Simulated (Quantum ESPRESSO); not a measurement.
# Bi in Quantum ESPRESSO: notebook

Runs on Bi. Level: PBE. Tasks: work function.

Everything below comes from runs of Quantum ESPRESSO 7.5. Logs are shortened: lines on timing, memory, paths and dates and some standing lists are left out, and cuts for length are marked.

## 1. The structure

The cell holds a slab with vacuum, 4 atoms: a = 4.539 Å, b = 4.539 Å, c = 32.744 Å, α = 90.00°, β = 90.00°, γ = 120.00°.

The slab is cut from a database's or a generator's crystal, which needn't be the stable form of the element.

## 2. Work function, PBE

The input, pw.in:

```
&CONTROL
  calculation = 'scf'
  prefix = 'pwscf'
  outdir = './tmp'
  pseudo_dir = './pseudo'
  tprnfor = .true.
  disk_io = 'low'
/
&SYSTEM
  ibrav = 0
  celldm(1) = 8
  nat = 4
  ntyp = 1
  ecutwfc = 66
  nbnd = 40
  occupations = 'smearing'
  smearing = 'fd'
  degauss = 0.00367493
/
&ELECTRONS
  conv_thr = 4d-09
  electron_maxstep = 150
  mixing_beta = 0.3
  mixing_mode = 'local-TF'
/
ATOMIC_SPECIES
Bi   208.9804 Bi.upf
CELL_PARAMETERS alat
  1.0721834307628   0.0000000000000   0.0000000000000
 -0.5360917153602   0.9285380885587   0.0000000000000
  0.0000000000000   0.0000000000000   7.7345309202105
ATOMIC_POSITIONS crystal
Bi     0.6666666667    0.3333333334    0.2290530945
Bi     0.3333333333    0.6666666666    0.4096843648
Bi     0.6666666667    0.3333333334    0.5903156352
Bi     0.3333333333    0.6666666666    0.7709469055
K_POINTS automatic
7 7 1 0 0 0
```

The input, pp_density.in:

```
&INPUTPP
  prefix = 'pwscf'
  outdir = './tmp'
  filplot = 'density.dat'
  plot_num = 0
/
&PLOT
  nfile = 1
  filepp(1) = 'density.dat'
  iflag = 3
  output_format = 6
  fileout = 'density.cube'
/
```

The input, pp_potential.in:

```
&INPUTPP
  prefix = 'pwscf'
  outdir = './tmp'
  filplot = 'potential.dat'
  plot_num = 11
/
&PLOT
  nfile = 1
  filepp(1) = 'potential.dat'
  iflag = 3
  output_format = 6
  fileout = 'potential.cube'
/
```

The input, pp_elf.in:

```
&INPUTPP
  prefix = 'pwscf'
  outdir = './tmp'
  filplot = 'elf.dat'
  plot_num = 8
/
&PLOT
  nfile = 1
  filepp(1) = 'elf.dat'
  iflag = 3
  output_format = 6
  fileout = 'elf.cube'
/
```

Potentials or basis: PseudoDojo 0.4.1 SR PBE standard.

Run with:

```bash
$ OMP_NUM_THREADS=1 mpirun -n 2 pw.x -nk 2 -in pw.in > pw.out
$ OMP_NUM_THREADS=1 mpirun -n 1 pp.x -in pp_density.in > pp_density.out
$ OMP_NUM_THREADS=1 mpirun -n 1 pp.x -in pp_potential.in > pp_potential.out
$ OMP_NUM_THREADS=1 mpirun -n 1 pp.x -in pp_elf.in > pp_elf.out
```

pw.out:

```text
This program is part of the open-source Quantum ESPRESSO suite
     for quantum simulation of materials; please cite
[... 13 lines left out ...]
     --------------------
     sticks:   dense  smooth     PW     G-vecs:    dense   smooth      PW
     Sum        1345    1345    367               285657   285657   41803

     Using Slab Decomposition

     bravais-lattice index     =            0
     lattice parameter (alat)  =       8.0000  a.u.
     unit-cell volume          =    3942.5096 (a.u.)^3
     number of atoms/cell      =            4
     number of atomic types    =            1
     number of electrons       =        60.00
     number of Kohn-Sham states=           40
     kinetic-energy cutoff     =      66.0000  Ry
     charge density cutoff     =     264.0000  Ry
     scf convergence threshold =      4.0E-09
     mixing beta               =       0.3000
     number of iterations used =            8  local-TF  mixing
     Exchange-correlation= PBE
                           (   1   4   3   4   0   0   0)

     celldm(1)=   8.000000  celldm(2)=   0.000000  celldm(3)=   0.000000
     celldm(4)=   0.000000  celldm(5)=   0.000000  celldm(6)=   0.000000

     crystal axes: (cart. coord. in units of alat)
               a(1) = (   1.072183   0.000000   0.000000 )
               a(2) = (  -0.536092   0.928538   0.000000 )
               a(3) = (   0.000000   0.000000   7.734531 )

     reciprocal axes: (cart. coord. in units 2 pi/alat)
               b(1) = (  0.932676  0.538481 -0.000000 )
               b(2) = (  0.000000  1.076962  0.000000 )
               b(3) = (  0.000000 -0.000000  0.129290 )

     PseudoPot. # 1 for Bi read from file:
     Bi.upf
     Pseudo is Norm-conserving + core correction, Zval = 15.0
     Generated using ONCVPSP code by D. R. Hamann
     Using radial grid of 1490 points,  6 beta functions with:
                l(1) =   0
                l(2) =   0
                l(3) =   1
                l(4) =   1
                l(5) =   2
                l(6) =   2

     atomic species   valence    mass     pseudopotential
     Bi               15.00   208.98040     Bi( 1.00)

     12 Sym. Ops., with inversion, found

   Cartesian axes

     site n.     atom                  positions (alat units)
         1        Bi     tau(   1) = (   0.5360917   0.3095127   1.7716182  )
         2        Bi     tau(   2) = (   0.0000000   0.6190254   3.1687164  )
         3        Bi     tau(   3) = (   0.5360917   0.3095127   4.5658145  )
         4        Bi     tau(   4) = (   0.0000000   0.6190254   5.9629127  )

     number of k points=     8  Fermi-Dirac smearing, width (Ry)=  0.0037
                       cart. coord. in units 2pi/alat
        k(    1) = (   0.0000000   0.0000000   0.0000000), wk =   0.0408163
        k(    2) = (   0.0000000   0.1538517   0.0000000), wk =   0.2448980
        k(    3) = (   0.0000000   0.3077034   0.0000000), wk =   0.2448980
        k(    4) = (   0.0000000   0.4615550   0.0000000), wk =   0.2448980
        k(    5) = (   0.1332395   0.2307775   0.0000000), wk =   0.2448980
        k(    6) = (   0.1332395   0.3846292   0.0000000), wk =   0.4897959
        k(    7) = (   0.1332395   0.5384809   0.0000000), wk =   0.2448980
        k(    8) = (   0.2664789   0.4615550   0.0000000), wk =   0.2448980

     Dense  grid:   285657 G-vectors     FFT dimensions: (  45,  45, 324)

     Initial potential from superposition of free atoms

     starting charge      59.9966, renormalised to      60.0000

     negative rho (up, down):  3.060E-06 0.000E+00
     Starting wfcs are   36 randomized atomic wfcs +    4 random wfcs

     Self-consistent Calculation

     iteration #  1     ecut=    66.00 Ry     beta= 0.30
     Davidson diagonalization with overlap
     ethr =  1.00E-02,  avg # of iterations =  7.4

     Threshold (ethr) on eigenvalues was too large:
     Diagonalizing with lowered threshold

     Davidson diagonalization with overlap
     ethr =  2.78E-05,  avg # of iterations = 10.5

     negative rho (up, down):  6.933E-05 0.000E+00

     total energy              =    -655.74928705 Ry
     estimated scf accuracy    <       0.01846630 Ry

     iteration #  2     ecut=    66.00 Ry     beta= 0.30
     Davidson diagonalization with overlap
     ethr =  3.08E-05,  avg # of iterations =  1.0

     negative rho (up, down):  1.254E-03 0.000E+00

     total energy              =    -655.74660666 Ry
     estimated scf accuracy    <       0.01324410 Ry

     iteration #  3     ecut=    66.00 Ry     beta= 0.30
     Davidson diagonalization with overlap
     ethr =  2.21E-05,  avg # of iterations =  3.1

     negative rho (up, down):  1.358E-03 0.000E+00

     total energy              =    -655.74813937 Ry
     estimated scf accuracy    <       0.00024906 Ry

     iteration #  4     ecut=    66.00 Ry     beta= 0.30
     Davidson diagonalization with overlap
     ethr =  4.15E-07,  avg # of iterations =  6.4

     negative rho (up, down):  1.414E-03 0.000E+00

     total energy              =    -655.74820916 Ry
     estimated scf accuracy    <       0.00009971 Ry

     iteration #  5     ecut=    66.00 Ry     beta= 0.30
     Davidson diagonalization with overlap
     ethr =  1.66E-07,  avg # of iterations =  2.0

     negative rho (up, down):  1.468E-03 0.000E+00

     total energy              =    -655.74820396 Ry
     estimated scf accuracy    <       0.00003542 Ry

     iteration #  6     ecut=    66.00 Ry     beta= 0.30
     Davidson diagonalization with overlap
     ethr =  5.90E-08,  avg # of iterations =  2.5

     negative rho (up, down):  8.079E-04 0.000E+00

     total energy              =    -655.74820758 Ry
     estimated scf accuracy    <       0.00001091 Ry

     iteration #  7     ecut=    66.00 Ry     beta= 0.30
     Davidson diagonalization with overlap
     ethr =  1.82E-08,  avg # of iterations =  3.1

     negative rho (up, down):  4.081E-04 0.000E+00

     total energy              =    -655.74820195 Ry
     estimated scf accuracy    <       0.00000503 Ry

     iteration #  8     ecut=    66.00 Ry     beta= 0.30
     Davidson diagonalization with overlap
     ethr =  8.39E-09,  avg # of iterations =  3.9

     negative rho (up, down):  1.948E-05 0.000E+00

     total energy              =    -655.74819699 Ry
     estimated scf accuracy    <       0.00000148 Ry

     iteration #  9     ecut=    66.00 Ry     beta= 0.30
     Davidson diagonalization with overlap
     ethr =  2.46E-09,  avg # of iterations =  3.9

     total energy              =    -655.74819816 Ry
     estimated scf accuracy    <       0.00000092 Ry

     iteration # 10     ecut=    66.00 Ry     beta= 0.30
     Davidson diagonalization with overlap
     ethr =  1.53E-09,  avg # of iterations =  2.4

     negative rho (up, down):  3.325E-07 0.000E+00

     total energy              =    -655.74819938 Ry
     estimated scf accuracy    <       0.00000009 Ry

     iteration # 11     ecut=    66.00 Ry     beta= 0.30
     Davidson diagonalization with overlap
     ethr =  1.57E-10,  avg # of iterations =  2.0

     total energy              =    -655.74819943 Ry
     estimated scf accuracy    <       0.00000004 Ry

     iteration # 12     ecut=    66.00 Ry     beta= 0.30
     Davidson diagonalization with overlap
     ethr =  6.11E-11,  avg # of iterations =  2.0

     End of self-consistent calculation

          k = 0.0000 0.0000 0.0000 ( 35585 PWs)   bands (ev):

   -24.0625 -24.0625 -24.0625 -24.0625 -24.0575 -24.0575 -24.0575 -24.0575
   -24.0440 -24.0440 -24.0440 -24.0440 -24.0410 -24.0410 -24.0385 -24.0385
   -24.0385 -24.0385 -24.0354 -24.0354 -11.5590 -11.5553 -11.5516 -11.5501
    -2.0228  -1.9105  -1.7587  -1.6216   0.1673   0.1673   0.1710   0.1710
     0.1748   0.1748   0.1770   0.1770   1.9202   2.2161   2.6130   3.0726

          k = 0.0000 0.1539 0.0000 ( 35587 PWs)   bands (ev):

   -24.0625 -24.0625 -24.0612 -24.0612 -24.0575 -24.0575 -24.0561 -24.0561
   -24.0445 -24.0445 -24.0441 -24.0441 -24.0403 -24.0403 -24.0389 -24.0389
   -24.0386 -24.0386 -24.0347 -24.0347 -11.5014 -11.4979 -11.4943 -11.4931
    -1.8973  -1.7915  -1.6484  -1.5191  -0.6698  -0.6570  -0.6467  -0.6420
     0.0155   0.0211   0.0272   0.0313   2.4177   2.6981   3.0535   3.6036

          k = 0.0000 0.3077 0.0000 ( 35717 PWs)   bands (ev):

   -24.0626 -24.0626 -24.0582 -24.0582 -24.0575 -24.0575 -24.0531 -24.0531
   -24.0455 -24.0455 -24.0444 -24.0444 -24.0400 -24.0400 -24.0389 -24.0389
   -24.0386 -24.0386 -24.0330 -24.0330 -11.3647 -11.3618 -11.3588 -11.3581
    -1.8394  -1.8340  -1.8227  -1.8098  -1.5633  -1.4709  -1.3576  -1.2633
    -0.2845  -0.2770  -0.2684  -0.2622   3.0898   3.3056   3.5514   3.9054

          k = 0.0000 0.4616 0.0000 ( 35764 PWs)   bands (ev):

   -24.0627 -24.0627 -24.0577 -24.0577 -24.0558 -24.0558 -24.0507 -24.0507
   -24.0463 -24.0463 -24.0446 -24.0446 -24.0408 -24.0408 -24.0391 -24.0391
   -24.0371 -24.0371 -24.0315 -24.0315 -11.2466 -11.2448 -11.2422 -11.2421
    -2.5363  -2.5282  -2.5177  -2.5089  -1.2170  -1.1661  -1.1047  -1.0562
    -0.4955  -0.4872  -0.4775  -0.4704   3.5075   3.5234   3.6728   3.7829

          k = 0.1332 0.2308 0.0000 ( 35661 PWs)   bands (ev):

   -24.0622 -24.0622 -24.0593 -24.0593 -24.0571 -24.0571 -24.0543 -24.0543
   -24.0451 -24.0451 -24.0444 -24.0444 -24.0396 -24.0396 -24.0391 -24.0391
   -24.0389 -24.0389 -24.0335 -24.0335 -11.4038 -11.4007 -11.3976 -11.3967
    -1.6731  -1.5968  -1.5169  -1.4694  -1.4672  -1.4369  -1.3954  -1.3277
    -0.3548  -0.3499  -0.3446  -0.3409   2.9566   3.2023   3.4732   3.9186

          k = 0.1332 0.3846 0.0000 ( 35741 PWs)   bands (ev):

   -24.0618 -24.0618 -24.0571 -24.0571 -24.0567 -24.0567 -24.0520 -24.0520
   -24.0459 -24.0459 -24.0448 -24.0448 -24.0404 -24.0404 -24.0392 -24.0392
   -24.0375 -24.0375 -24.0319 -24.0319 -11.2743 -11.2721 -11.2694 -11.2691
    -2.2177  -2.2101  -2.1998  -2.1908  -1.3147  -1.2480  -1.1654  -1.0979
    -0.8265  -0.8189  -0.8107  -0.8051   3.6774   3.7511   3.8674   4.0096

          k = 0.1332 0.5385 0.0000 ( 35729 PWs)   bands (ev):

   -24.0616 -24.0616 -24.0565 -24.0565 -24.0561 -24.0561 -24.0510 -24.0510
   -24.0463 -24.0463 -24.0449 -24.0449 -24.0408 -24.0407 -24.0394 -24.0394
   -24.0369 -24.0369 -24.0313 -24.0313 -11.2132 -11.2120 -11.2094 -11.2094
    -2.5068  -2.4987  -2.4885  -2.4800  -1.1046  -1.0765  -1.0432  -1.0152
    -1.0076  -0.9968  -0.9839  -0.9836   3.6703   3.7186   3.9013   4.1711

          k = 0.2665 0.4616 0.0000 ( 35751 PWs)   bands (ev):

   -24.0598 -24.0598 -24.0574 -24.0574 -24.0547 -24.0547 -24.0524 -24.0524
   -24.0460 -24.0460 -24.0454 -24.0454 -24.0404 -24.0404 -24.0398 -24.0398
   -24.0369 -24.0369 -24.0313 -24.0313 -11.1988 -11.1979 -11.1952 -11.1952
    -2.2236  -2.2160  -2.2065  -2.1987  -1.6064  -1.5999  -1.5911  -1.5834
    -1.0613  -1.0317  -0.9993  -0.9763   3.9831   4.0552   4.1775   4.4144

     the Fermi energy is    -1.2198 ev

!    total energy              =    -655.74819912 Ry
     estimated scf accuracy    <          3.8E-09 Ry
     smearing contrib. (-TS)   =      -0.00758531 Ry
     internal energy E=F+TS    =    -655.74061381 Ry

     The total energy is F=E-TS. E is the sum of the following terms:
     one-electron contribution =   -1088.65470283 Ry
     hartree contribution      =     554.10134062 Ry
     xc contribution           =    -172.12445115 Ry
     ewald contribution        =      50.93719954 Ry

     convergence has been achieved in  12 iterations

     Forces acting on atoms (cartesian axes, Ry/au):

     atom    1 type  1   force =     0.00000000   -0.00000000    0.00125807
     atom    2 type  1   force =     0.00000000   -0.00000000   -0.00001124
     atom    3 type  1   force =     0.00000000    0.00000000    0.00001124
     atom    4 type  1   force =     0.00000000    0.00000000   -0.00125807

     Total force =     0.001779     Total SCF correction =     0.000212
     SCF correction compared to forces is large: reduce conv_thr to get better values

=------------------------------------------------------------------------------=
   JOB DONE.
=------------------------------------------------------------------------------=
```

Run time: 2.4 min. Hardware: 2 MPI ranks of Arm Neoverse V2, shared host; peak memory 1.1 GiB.

Results:

| Property | Result |
| --- | --- |
| Free energy | -8921.9088 eV |
| Largest force | 0.032 eV/Å |
| Band gap on the k mesh | none (metal or under the smearing width) |
| Work function of the upper face | 4.79 eV |
| Work function of the lower face | 4.79 eV |

Forces on the atoms (eV/Å):
```
Bi   0.000  0.000  0.032
Bi   0.000  0.000  0.000
Bi   0.000  0.000  0.000
Bi   0.000  0.000 -0.032
```

Levels at points of the mesh, in eV from the Fermi level:
```tsv
k point	band 26	band 27	band 28	band 29	band 30	band 31	band 32	band 33
(0.00, 0.00, 0.00)	-0.69	-0.54	-0.40	1.39	1.39	1.39	1.39	1.39
```

Caveat: spin-orbit coupling is left out, which moves the levels of the heavy elements.

(Part 1 of 3 ends here.)
